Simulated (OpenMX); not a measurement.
The system is CdS.

```
Cd S
1.0
     4.26117    0.00000    0.00000
    -2.13058    3.69028    0.00000
     0.00000    0.00000    5.80417
Cd S
1 1
Cartesian
  0.0024 -0.0280 2.5193
  2.1524 1.2446 2.5070
```

The cell comes from a database or a generator and needn't be the stable form of this composition.

The cell isn't the ideal one: atoms moved at random, drawn with an rms of 0.05 Å.

Base run:

| Property | Result |
| --- | --- |
| Program | OpenMX 3.8.5 |
| Functional | PBE |
| Potentials or basis | OpenMX 2013 PBE set, Cd7.0-s3p2d1, S7.0-s2p2d1, grid cutoff 500 Ry |
| k mesh | 7 × 7 × 5 |
| Occupations | fermi-dirac, width 0.05 eV |
| Spin | no spin polarisation |

Its results: band gap on the k mesh 1.53 eV, indirect (least direct gap 1.65 eV); pressure 0.2 GPa; largest force 0.443 eV/Å.

Q: The run is repeated on the same cell with these changes: potentials or basis from OpenMX 2013 PBE set, Cd7.0-s3p2d1, S7.0-s2p2d1, grid cutoff 500 Ry to OpenMX 2013 PBE set, Cd7.0-s3p2d2, S7.0-s2p2d1f1, grid cutoff 160 Ry. What comes out?

A: Band gap on the k mesh 1.68 eV, indirect (least direct gap 1.69 eV); pressure 0.4 GPa; largest force 0.424 eV/Å.

Caveats: an odd mesh through Γ misses points on the zone boundary, where band edges often lie; the basis of atomic orbitals isn't converged, which shifts pressures, moduli and gaps; the real-space grid is coarse for these elements, which adds noise of up to some 20 meV/atom to energies and shifts forces, pressures and volumes (some runs).
